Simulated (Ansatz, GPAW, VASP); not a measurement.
## SnTe: 3 runs at one level of theory

```
Te Sn
1.0
     0.00000    3.15085    3.15085
     3.15085    0.00000    3.15085
     3.15085    3.15085    0.00000
Te Sn
1 1
Direct
  0.50000 0.50000 0.50000
  0.00000 0.00000 0.00000
```

Alike in all runs: task single point; functional PBE; k mesh 7 × 7 × 7; occupations gaussian, width 0.029 eV; no spin polarisation; no spin-orbit coupling. Pressure is positive in compression and, in plane waves, holds the error of the finite cutoff.

| program and potentials | plane-wave cutoff (eV) | notes | pressure (GPa) |
| --- | --- | --- | --- |
| VASP, PBE PAW files Sn_d, Te, 520 eV | 520 | - | 2.17 |
| Ansatz, all-electron LAPW, scalar-relativistic | - | - | 2.23 |
| GPAW, GPAW PAW data sets (gpaw-data 1.2.1) | 600 | - | 1.95 |

The pressure spans 1.95 (GPAW, GPAW PAW data sets (gpaw-data 1.2.1)) to 2.23 GPa (Ansatz, all-electron LAPW, scalar-relativistic), with all-electron results at 2.23.

Differences between rows come from potentials, basis sets and numerical settings, since the functional is the same but for its coding. Runs on potential files found faulty are left out.
